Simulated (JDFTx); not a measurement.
GaP:

```xyz
2
Lattice="0.0000 2.7252 2.7252 2.7252 0.0000 2.7252 2.7252 2.7252 0.0000" Properties=species:S:1:pos:R:3 pbc="T T T"
Ga    0.0000    0.0000    0.0000
P     4.0879    4.0879    4.0879
```

Base run:

* Program: JDFTx 1.7.0 (patched build)
* Functional: PBEsol
* Potentials or basis: PseudoDojo-SR-PBEsol-0.4.1-standard with smoothed tails
* Cutoff: 1088 eV
* Density cutoff: 8708 eV
* k mesh: 8 × 8 × 8
* Occupations: fermi-dirac, width 0.05 eV
* Spin: no spin polarisation

Its results: band gap on the k mesh 1.52 eV, indirect (least direct gap 1.74 eV); pressure -0.5 GPa.

Q: The run is repeated on the same cell with these changes: functional from PBEsol to LDA; potentials or basis from PseudoDojo-SR-PBEsol-0.4.1-standard with smoothed tails to PseudoDojo-SR-LDA-0.4.1-standard with smoothed tails. What comes out?

A: Band gap on the k mesh 1.50 eV, indirect (least direct gap 1.60 eV); pressure -2.9 GPa.

Caveats: the empty levels aren't tightly converged.

A k mesh can miss the band edges.
